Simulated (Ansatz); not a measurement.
Ansatz input

```yaml
crystal:
  lattice:
    - [5.6069431813, 0.0, 0.0]
    - [-2.8034715907, 4.8557552326, 0.0]
    - [0.0, 0.0, 3.4835887111]
  atoms:
    - { symbol: In, position: [0.0, 0.0, 0.0] }
    - { symbol: In, position: [0.3333333333, 0.6666666667, 0.5] }
    - { symbol: In, position: [0.6666666667, 0.3333333333, 0.5] }
hamiltonian:
  xc: rpbe
  pseudopotentials:
    kind: paw
    azcp:
      In: "pseudopotentials/In.paw.azcp"
basis:
  ecutwfc: 420
  fft_grid_basis: typed
kpoints:
  mp_grid: { grid: [8, 8, 11], shift: [0, 0, 0] }
magnetization:
  spin_polarized: false
scf:
  occupations: { method: fermi_dirac, width: 0.1 }
  lower_state_search: "off"
output:
  stress: true
```

Output

```
Engine: ansatz 0.2.0, aarch64-unknown-linux-gnu
Pseudopotentials: kind: paw
Pseudopotential: In, paw, valence charge 13, recommended cutoff 420 eV (normal) 
Functional definition: RPBE
  parameter kappa = 0.804
  parameter beta = 0.06672455060314922
  exchange = rpbe_x(kappa = kappa, mu = beta*pi^2/3)
  correlation = pbe_c(beta = beta)
Crystal: 3 atoms, lattice volume = 94.844 Å³
Basis set: ecut = 420 eV, 1835 PW (Γ)
Bands: 24, of which v1, the nominal top of the filled ones, is band 20 counted from 1 (19 counted from 0)
Symmetry: 24 space group operations
Space group: P6/mmm (ITA 191), of the structure as read, at distance tolerance 4.6e-5 Å
k-points: 60 of 704
Non-local potential: In, projectors of the file, l = 0: 2, l = 1: 2, l = 2: 2, l = 3: 2
PAW form: soft (Blöchl's): semilocal exchange-correlation on the pseudo side does not see the compensation charge
PAW frozen core: In, regenerated for the run's functional, and the local potential with it (the file was generated under x = pbe(κ = 0.804, μ = 0.2195149727645171), c = pbe(β = 0.06672455060314922))
PAW one-centre angular grid: In, 590 points (default); XC on 64 Gauss nodes
Initial density: superposition of atomic densities (neutral atoms: chi_scale 0, normalization atom), corrected by the library's trained network
Initial wavefunctions: pseudopotential atomic-orbital guess
Functional: x = rpbe, c = pbe(β = 0.06672455060314922)
SCF iter   1: F=—  HF=-16818.727305 eV  |F-HF|=—  |Δ(HF+E_count)|=         —  Δρ=3.54e-3  dr2=8.67e-3  ethr=1.77e-3  ⟨swp⟩=5.7  Hψ=6207  notcnv=0
SCF iter   2: F=—  HF=-16818.723152 eV  |F-HF|=—  |Δ(HF+E_count)|=   4.15e-3  Δρ=1.03e-3  dr2=1.32e-3  ethr=2.22e-5  ⟨swp⟩=2.0  Hψ=2852  notcnv=0
SCF iter   3: F=—  HF=-16818.723094 eV  |F-HF|=—  |Δ(HF+E_count)|=   5.82e-5  Δρ=4.62e-4  dr2=3.70e-4  ethr=3.40e-6  ⟨swp⟩=1.6  Hψ=1513  notcnv=0
SCF iter   4: F=—  HF=-16818.723088 eV  |F-HF|=—  |Δ(HF+E_count)|=   6.31e-6  Δρ=1.22e-4  dr2=1.66e-5  ethr=9.47e-7  ⟨swp⟩=2.3  Hψ=2089  notcnv=0
SCF iter   5: F=—  HF=-16818.723086 eV  |F-HF|=—  |Δ(HF+E_count)|=   1.46e-6  Δρ=1.82e-5  dr2=3.71e-7  ethr=4.25e-8  ⟨swp⟩=2.0  Hψ=2621  notcnv=0
SCF iter   6: F=-16818.723086 eV  HF=-16818.723086 eV  |F-HF|=1.04e-8  |Δ(HF+E_count)|=   3.92e-9  Δρ=6.05e-6  dr2=2.32e-8  ethr=2.56e-10  ⟨swp⟩=4.5  Hψ=5158  notcnv=0
SCF 1 converged in 6 iterations: F = -16818.723086 eV  dr2 = 2.32e-8
SCF converged after 6 iterations
Free energy (F): -16818.723086 eV
Harris-Foulkes:  -16818.723086 eV  (|F-HF|=1.04e-8)
Internal energy: -16818.655726 eV  (E = F + TS)
E sigma→0 (E₀):  -16818.689406 eV
Entropy (-TS):   -0.067360 eV (-22.453 meV/atom)
Fermi energy:    8.038285 eV
--- Per-component energies (eV) ---
  E_band       = -155.337640
  E_kinetic    = 718.334669
  E_local      = -3577.712697  (includes V_loc(G=0)·N_el)
  E_nonlocal   = 1096.950618
  E_hartree    = 1398.511045
  E_xc         = -646.981586
  E_vxc        = -294.980574  (∫ρ·V_xc dr)
  E_paw        = -12479.868861  (= ΣΔE_a)
  E_vpaw       = -894.952219  (= ΣTr[D̂ρ^β])
  E_aug_tail   = 0.000078  (compensation charges beyond the density's cutoff)
  E_ewald      = -3328.091062
  E_core_change = 0.202069  (= ΣΔE_core)
  E_smearing   = -0.067360  (= −TS)
  E_closure    = -0.000000  (closes the sum)
  Σ components = -16818.723086   (vs F -16818.723086, Δ=0.00e0)
--- Stress (GPa, compression-positive) ---
       -1.571601       0.000000       0.000000
        0.000000      -1.571601       0.000000
        0.000000       0.000000      -1.812763
  P = ⅓ Tr σ = -1.6520 GPa (-16.520 kbar)
```
